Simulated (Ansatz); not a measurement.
AlRu, DFT, PBE, PAW with Ansatz's default frozen-core files, scalar-relativistic (Ansatz 0.2.0), run on 1 thread of Arm Neoverse V1 on a shared host.

The cell is COD entry 1527371, as deposited and not checked against the literature; nothing was relaxed.

Command: `ansatz run input.yaml --threads 1 --pin off --max-ram 2048MiB --backend cpu --events-out ev --progress --plain --runs-dir out`

```yaml
crystal:
  lattice:
    - [2.9916, 0.0, 0.0]
    - [0.0, 2.9916, 0.0]
    - [0.0, 0.0, 2.9916]
  atoms:
    - { symbol: Al, position: [0.0, 0.0, 0.0] }
    - { symbol: Ru, position: [0.5, 0.5, 0.5] }
kpoints:
  mp_grid: { grid: [12, 12, 12] }
scf:
  occupations: { method: fermi_dirac, width: 0.05 }
hamiltonian:
  xc: pbe
  pseudopotentials: { kind: paw }
output:
  forces: true
  stress: true
  eigenvalues: true
  efg: { contact_densities: true }
basis:
  ecutwfc: 800
```

Q: How large is the problem that the program sets up?

A: 84 irreducible k-points, 1357 plane waves at Γ, 14 bands.

Q: About how long does it take, and how much memory does it use?

A: 5.7 s of wall time for 6 SCF iterations, with a peak of 0.39 GiB. Times on shared machines scatter by tens of per cent.
